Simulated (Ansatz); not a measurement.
# Sb under changes of volume

One of the cells (29.904 Å³/atom); the others are scaled copies at fixed shape and fractional positions:

```xyz
2
Lattice="3.1224 0.0000 0.0000 0.0000 4.3475 0.0000 -0.0389 0.0000 4.4059" Properties=species:S:1:pos:R:3 pbc="T T T"
Sb    0.0262    1.0869    1.0625
Sb    3.0573    3.2606    3.3433
```

This isn't the form of Sb at room conditions, which is rhombohedral.

- Program: Ansatz 0.2.0
- Functional: PBE0
- Potentials or basis: Ansatz PAW
- Cutoff: 420 eV (not typed: the program's choice for these potentials)
- k mesh: 4 × 4 × 4
- Occupations: fermi-dirac, width 0.05 eV
- Spin: no spin polarisation

```tsv
volume (Å³/atom)	energy over the lowest point (meV/atom)	pressure (GPa)	largest force (eV/Å)
28.110	3.95	1.8	0.126
28.708	0.00	0.3	0.159
29.306	1.39	-1.0	0.190
29.904	7.52	-2.2	0.219
30.502	17.85	-3.3	0.248
31.100	?	?	?
31.698	49.21	-5.0	0.302
```

Question: What does the run at 31.100 Å³/atom give?

Answer: Energy over the lowest point 31.88 meV/atom; pressure -4.2 GPa; largest force 0.275 eV/Å.

Worked out: A Birch-Murnaghan fit of order 3 (a polynomial in V^(-2/3)) to the other rows has its minimum at 28.84 Å³/atom with B0 = V·E''(V) = 67 GPa and B' = 4.9 at fixed shape and positions, which overstates the stiffness. It gives 31.89 meV/atom at 31.100 Å³/atom, against the run's 31.88, and -dE/dV = -4.2 GPa, against -4.2.

Energies are extrapolated to zero smearing.

Caveats: all runs use coarse meshes; the PAW data sets come from PBE, with cores solved anew for the run's functional, which leaves a small shift of forces and pressure; the thresholds are loose for stress.
